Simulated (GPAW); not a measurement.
The system is Pb.

```
Pb
1.0
     0.00000    2.47502    2.47502
     2.47502    0.00000    2.47502
     2.47502    2.47502    0.00000
Pb
1
Cartesian
  0.0000 0.0000 0.0000
```

- Program: GPAW 26.7.0
- Task: relaxation of cell and atoms
- Functional: PBEsol
- Dispersion: D3(BJ)
- Potentials or basis: PAW data sets generated in the run's folder for this functional
- Cutoff: 600 eV
- Basis: pw
- k mesh: 9 × 9 × 9
- Occupations: fermi-dirac, width 0.05 eV
- Spin: no spin polarisation

At the start: pressure -3.3 GPa; volume 30.32 Å³/atom.

Where does the relaxation end?

Over 4 steps the energy falls by 21.3 meV/atom and the volume is 28.36 Å³/atom (-6.5 %); space group Fm-3m (No. 225, to 0.05 Å).

Step by step:
| step | energy change (eV) | largest force (eV/Å) | pressure (GPa) | volume (Å³) |
| --- | --- | --- | --- | --- |
| 1 | 0.0000 | 0.0000 | -3.29 | 30.32 |
| 2 | -0.0135 | 0.0000 | -2.11 | 29.52 |
| 3 | -0.0211 | 0.0000 | 0.23 | 28.24 |
| 4 | -0.0213 | 0.0000 | -0.01 | 28.36 |

Final structure:
```
Pb
1.0
     0.00000    2.42047    2.42047
     2.42047    0.00000    2.42047
     2.42047    2.42047    0.00000
Pb
1
Direct
  0.00000 0.00000 0.00000
```

The cell as given is a measured one (30.32 Å³/atom); PBEsol+D3(BJ) puts the equilibrium volume -6.5 % from it, thermal expansion not counted.

Caveat: later steps reuse the first step's grids; pairwise dispersion overbinds metals, which lowers pressure and volume.
